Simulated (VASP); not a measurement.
# InPd under changes of volume

One of the cells (17.863 Å³/atom); the others are scaled copies at fixed shape and fractional positions:

```xyz
2
Lattice="3.2936 0.0000 0.0000 0.0000 3.2936 0.0000 0.0000 0.0000 3.2936" Properties=species:S:1:pos:R:3 pbc="T T T"
In    0.0000    0.0000    0.0000
Pd    1.6468    1.6468    1.6468
```

The cell comes from a database or a generator and needn't be the stable form of this composition.

```yaml
Program: VASP 6.6.1
Functional: PBE
Potentials_or_basis: VASP PAW PBE potentials, release 64 (In_d, Pd)
Cutoff: 520 eV
k_mesh: 8 × 8 × 8
Occupations: fermi-dirac, width 0.05 eV
Spin: no spin polarisation
```

| volume (Å³/atom) | energy over the lowest point (meV/atom) | pressure (GPa) |
| --- | --- | --- |
| 16.462 | 60.57 | 13.5 |
| 16.813 | 34.94 | 9.8 |
| 17.163 | 16.93 | 6.6 |
| 17.863 | 0.22 | 1.2 |
| 18.214 | 0.00 | -1.1 |
| 18.564 | ? | ? |

Problem. What does the run at 18.564 Å³/atom give?

Solution. Energy over the lowest point 4.47 meV/atom; pressure -3.0 GPa.

Worked out: A Birch-Murnaghan fit of order 3 (a polynomial in V^(-2/3)) to the other rows has its minimum at 18.05 Å³/atom with B0 = V·E''(V) = 115 GPa and B' = 5.5. It gives 4.38 meV/atom at 18.564 Å³/atom, against the run's 4.47, and -dE/dV = -3.0 GPa, against -3.0.

Energies are extrapolated to zero smearing.
